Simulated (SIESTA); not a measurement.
Crystal: TiO2 (Anatase).

```
Ti O
1.0
    -1.89210    1.89210    4.75730
     1.89210   -1.89210    4.75730
     1.89210    1.89210   -4.75730
Ti O
2 4
Cartesian
  0.0000 1.8921 2.3786
  0.0000 0.0000 0.0000
  0.0000 0.0000 7.5346
  0.0000 1.8921 0.3987
  0.0000 1.8921 4.3586
  0.0000 0.0000 1.9800
```

Base run:

| Item | Value |
| --- | --- |
| Program | SIESTA 5.4.2 |
| Functional | BLYP |
| Potentials or basis | PseudoDojo 0.4 standard (PBE files) |
| Basis | DZP (energy shift 0.002 Ry) |
| Grid cutoff | 800 Ry |
| Energy shift | 0.002 Ry |
| k mesh | 7 × 7 × 7 |
| Occupations | fermi-dirac, width 0.05 eV |
| Spin | no spin polarisation |

Its results: band gap on the k mesh 1.95 eV, indirect (least direct gap 2.29 eV); pressure 14.1 GPa; largest force 0.305 eV/Å.

Task: The run is repeated on the same cell with these changes: functional from BLYP to PW91. What comes out?

Result: Band gap on the k mesh 1.93 eV, indirect (least direct gap 2.27 eV); pressure 7.7 GPa; largest force 0.180 eV/Å.

PW91 binds more tightly than BLYP, so the same cell stands under less pressure.

Caveats: semicore shells carry a single zeta, which can move pressures by several GPa and volumes by a few percent; the potentials were made for another functional, which shifts forces and pressure; the basis of atomic orbitals isn't converged, which shifts pressures, moduli and gaps.

Not every run made on this cell is shown here.
